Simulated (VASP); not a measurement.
The system is Ce.

```
CELL_PARAMETERS angstrom
3.65000 0.00000 0.00000
-1.82500 3.16099 0.00000
0.00000 0.00000 5.96000
ATOMIC_POSITIONS crystal
Ce 0.66667 0.33333 0.75000
Ce 0.33333 0.66667 0.25000
```

This isn't the form of Ce at room conditions, which is fcc.

| Quantity | Value |
| --- | --- |
| Program | VASP 6.6.1 |
| Task | single point |
| Functional | PBE |
| Potentials or basis | VASP PAW PBE potentials, release 64 (Ce) |
| Cutoff | 520 eV |
| k mesh | 8 × 8 × 5 |
| Occupations | fermi-dirac, width 0.05 eV |
| Spin | collinear spin, ferromagnetic start |
| Starting moments | [1.0, 1.0] μB |

On this cell: pressure -4.1 GPa; largest force under 0.003 eV/Å; net moment 1.87 μB per cell; site moments Ce +0.77 μB; band gap on the k mesh none (metal or under the smearing width).

The same run follows on a disturbed copy (atoms moved at random, drawn with an rms of 0.05 Å):

```xyz
2
Lattice="3.6500 0.0000 0.0000 -1.8250 3.1610 0.0000 0.0000 0.0000 5.9600" Properties=species:S:1:pos:R:3 pbc="T T T"
Ce    1.8571    1.0876    4.4970
Ce    0.0019    2.1144    1.4928
```

Q: What does the disturbed cell give?

A: The energy (extrapolated to zero smearing) moves by +0.3 meV/atom; pressure -4.1 GPa; largest force 0.036 eV/Å; net moment 1.87 μB per cell; site moments Ce +0.77 μB; band gap on the k mesh none (metal or under the smearing width).

Forces on the atoms (eV/Å):
```
Ce  -0.005 -0.006 -0.036
Ce   0.005  0.006  0.036
```

Stress tensor (GPa, compression positive):
```
-4.10  0.03  0.00
 0.03 -4.15  0.00
 0.00  0.00 -4.00
```

Caveats: the magnetic or orbital state may not be the lowest; spin-orbit coupling is left out, which moves the levels of the heavy elements.
